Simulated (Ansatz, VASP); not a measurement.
## Two plane-wave programs on Au

The input POSCAR:

```
Au
1.0
    0.0000000000      2.0350000000      2.0350000000
    2.0350000000      0.0000000000      2.0350000000
    2.0350000000      2.0350000000      0.0000000000
Au
1
Direct
    0.0000000000      0.0000000000      0.0000000000
```

Contents of INCAR.step1:

```
PREC = Accurate ; ENCUT = 520
EDIFF = 1E-5 ; ISMEAR = -1
SIGMA = 0.05 ; LREAL = False
LASPH = True ; NELM = 100
ALGO = Normal ; ISIF = 2
LWAVE = True ; LCHARG = False
LNONCOLLINEAR = True ; MAGMOM = 0 0 0
LORBIT = 11 ; LSORBIT = True
GGA_COMPAT = False ; LMAXMIX = 4
NBANDS = 22 ; GGA = PE
```

File INCAR.step2:

```
PREC = Accurate ; ENCUT = 520
EDIFF = 1E-7 ; ISMEAR = -1
SIGMA = 0.05 ; LREAL = False
LASPH = True ; NELM = 100
ALGO = Normal ; ISIF = 2
LWAVE = False ; LCHARG = False
LNONCOLLINEAR = True ; MAGMOM = 0 0 0
LORBIT = 11 ; LSORBIT = True
GGA_COMPAT = False ; LMAXMIX = 4
GGA = PE ; LHFCALC = True
AEXX = 0.25 ; PRECFOCK = Fast
HFRCUT = -1 ; NBANDS = 22
ISTART = 1
```

File KPOINTS:

```
Automatic mesh
0
Gamma
  5 5 5
```

The input input.yaml:

```yaml
crystal:
  lattice:
    - [0.0, 2.035, 2.035]
    - [2.035, 0.0, 2.035]
    - [2.035, 2.035, 0.0]
  atoms:
    - { symbol: Au, position: [0.0, 0.0, 0.0] }
hamiltonian:
  xc: pbe0
  pseudopotentials: { kind: paw_fr }
magnetization:
  noncollinear: true
  spin_orbit: true
kpoints:
  mp_grid: { grid: [5, 5, 5] }
scf:
  occupations: { method: fermi_dirac, width: 0.05 }
output:
  forces: true
  stress: true
  eigenvalues: true
```

Alike in both runs: task single point; functional PBE0; k mesh 5 × 5 × 5; occupations fermi-dirac, width 0.05 eV; spin-orbit coupling, no magnetisation.

|  | VASP | Ansatz |
| --- | --- | --- |
| version | VASP 6.6.1 | Ansatz 0.2.0 |
| potentials or method | VASP PAW PBE potentials, release 64 (Au) | Ansatz PAW |
| plane-wave cutoff (eV) | 520 | 420 |
| valence electrons in the cell | 11 | 19 |

VASP gave:

| Property | Result |
| --- | --- |
| gap on the k mesh at the Fermi level (eV) | none |
| pressure (GPa) | 4.9 |

Problem. Estimate Ansatz's values.

Solution. gap on the k mesh at the Fermi level (eV): none; pressure (GPa): 4.8.

A gap of «none» marks a metal or a gap that the smearing closes. The two sets of potentials don't hold the same shells in valence.

Caveats: the k mesh is coarse (spacing up to 0.53 Å⁻¹), so the values aren't converged, least of all with exact exchange; the PAW data sets were made with another functional, which shifts forces and pressure a little (VASP); the PAW data sets come from PBE, with cores solved anew for the run's functional, which leaves a small shift of forces and pressure (Ansatz); the thresholds are loose for stress (Ansatz).
